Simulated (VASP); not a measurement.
**In under changes of volume**

One of the cells (26.666 Å³/atom); the others are scaled copies at fixed shape and fractional positions:

```
In
1.0
    -1.63624    1.63624    2.49008
     1.63624   -1.63624    2.49008
     1.63624    1.63624   -2.49008
In
1
Direct
  0.00000 0.00000 0.00000
```

| Quantity | Value |
| --- | --- |
| Program | VASP 6.6.1 |
| Functional | PBEsol |
| Potentials or basis | VASP PAW PBE potentials, release 64 (In_d) |
| Cutoff | 520 eV |
| k mesh | 11 × 11 × 11 |
| Occupations | fermi-dirac, width 0.05 eV |
| Spin | no spin polarisation |

```tsv
volume (Å³/atom)	energy over the lowest point (meV/atom)	pressure (GPa)
24.575	5.99	1.9
25.098	1.31	0.8
25.621	0.00	-0.1
26.666	5.80	-1.7
27.189	12.24	-2.4
27.712	?	?
```

Problem. What does the run at 27.712 Å³/atom give?

Solution. Energy over the lowest point 20.68 meV/atom; pressure -2.9 GPa.

Worked out: A Birch-Murnaghan fit of order 3 (a polynomial in V^(-2/3)) to the other rows has its minimum at 25.58 Å³/atom with B0 = V·E''(V) = 44 GPa and B' = 5.5 at fixed shape and positions, which overstates the stiffness. It gives 20.64 meV/atom at 27.712 Å³/atom, against the run's 20.68, and -dE/dV = -2.8 GPa, against -2.9.

Energies are extrapolated to zero smearing.

Caveats: the PAW data sets were made with another functional, which shifts forces and pressure a little.
